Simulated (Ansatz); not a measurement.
The system is TiAl.

```
Ti Al
1.0
     3.17906    0.00000    0.00000
     0.00000    3.17906    0.00000
     0.00000    0.00000    3.17906
Ti Al
1 1
Direct
  0.00000 0.00000 0.00000
  0.50000 0.50000 0.50000
```

The cell comes from a database or a generator and needn't be the stable form of this composition.

| Quantity | Value |
| --- | --- |
| Program | Ansatz 0.2.0 |
| Task | relaxation of cell and atoms |
| Functional | RPBE |
| Dispersion | D3(BJ) |
| Potentials or basis | Ansatz PAW |
| Cutoff | 420 eV (not typed: the program's choice for these potentials) |
| k mesh | 8 × 8 × 8 |
| Occupations | fermi-dirac, width 0.05 eV |
| Spin | no spin polarisation |

At the start: volume 16.06 Å³/atom.

Question: How do energy, volume and symmetry change on relaxing?

Answer: It ends after 6 steps and the volume is 12.90 Å³/atom (-19.7 %); space group Pm-3m (No. 221, to 0.05 Å).

Step by step:
| step | energy change (eV) | largest force (eV/Å) | volume (Å³) |
| --- | --- | --- | --- |
| 1 | 0.0000 | 0.0000 | 32.13 |
| 2 | -0.5795 | 0.0000 | 27.66 |
| 3 | -0.6417 | 0.0000 | 25.16 |
| 4 | -0.6508 | 0.0000 | 25.85 |
| 5 | -0.6509 | 0.0000 | 25.79 |
| 6 | -0.6488 | 0.0000 | 25.79 |

Final structure:
```yaml
crystal:
  lattice:
    - [2.95456, 0.00000, 0.00000]
    - [0.00000, 2.95456, 0.00000]
    - [0.00000, 0.00000, 2.95456]
  atoms:
    - { symbol: Ti, position: [0.00000, 0.00000, 0.00000] }
    - { symbol: Al, position: [0.50000, 0.50000, 0.50000] }
```

Caveat: the volume moved by over 15 % at a fixed basis, so the end points are rough; the plane-wave basis is chosen anew once the cell has moved, so the energies of steps on either side of that aren't comparable; pairwise dispersion overbinds metals, which lowers pressure and volume; the PAW data sets come from PBE, with cores solved anew for the run's functional, which leaves a small shift of forces and pressure.
